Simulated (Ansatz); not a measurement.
Nb: strain and displacement

```
CELL_PARAMETERS angstrom
0.00000 2.11500 2.11500
2.11500 0.00000 2.11500
2.11500 2.11500 0.00000
ATOMIC_POSITIONS crystal
Nb 0.00000 0.00000 0.00000
```

Conventional cell: a = 4.230 Å, b = 4.230 Å, c = 4.230 Å, α = 90.00°, β = 90.00°, γ = 90.00°. Nb (atom 1) is surrounded by 12 Nb at 2.99 Å.

The cell is COD entry 1534903, as deposited and not checked against the literature; nothing was relaxed.

Method: DFT, PBE, PAW with Ansatz's default frozen-core files, scalar-relativistic in Ansatz 0.2.0.

Settings: a Γ-centred 13×13×13 k mesh, Fermi–Dirac smearing of 0.08 eV, cutoff 420 eV, no spin polarisation.

The unchanged cell is at -1.10 GPa.

In a metal, stresses and small energies carry noise from the k mesh.

x, y and z are the Cartesian axes of the cell as listed; fractional coordinates follow a strain, and an engineering shear is twice the off-diagonal strain component.

Question: With this change (equal xy, yz and zx engineering shear strains of -3 %), what becomes of the energy and stress?

Answer: Energy change -5.6 meV/atom; stress change (xx, yy, zz, yz, xz, xy) -0.21, -0.21, -0.21, -0.96, -0.96, -0.96 GPa, compression positive.

Question: With this change (equal xy, yz and zx engineering shear strains of -1 %), what becomes of the energy and stress?

Answer: Energy change -0.7 meV/atom; stress change (xx, yy, zz, yz, xz, xy) -0.03, -0.03, -0.03, -0.39, -0.39, -0.39 GPa, compression positive.

Question: With this change (equal xy, yz and zx engineering shear strains of +2 %), what becomes of the energy and stress?

Answer: Energy change -3.1 meV/atom; stress change (xx, yy, zz, yz, xz, xy) -0.04, -0.04, -0.04, 0.80, 0.80, 0.80 GPa, compression positive.

Question: With this change (equal xy, yz and zx engineering shear strains of -2 %), what becomes of the energy and stress?

Answer: Energy change -2.7 meV/atom; stress change (xx, yy, zz, yz, xz, xy) -0.10, -0.10, -0.10, -0.67, -0.67, -0.67 GPa, compression positive.

Question: With this change (equal xy, yz and zx engineering shear strains of +1 %), what becomes of the energy and stress?

Answer: Energy change -0.8 meV/atom; stress change (xx, yy, zz, yz, xz, xy) -0.02, -0.02, -0.02, 0.45, 0.45, 0.45 GPa, compression positive.

Question: With this change (equal xy, yz and zx engineering shear strains of +3 %), what becomes of the energy and stress?

Answer: Energy change -6.3 meV/atom; stress change (xx, yy, zz, yz, xz, xy) -0.05, -0.05, -0.05, 1.01, 1.01, 1.01 GPa, compression positive.
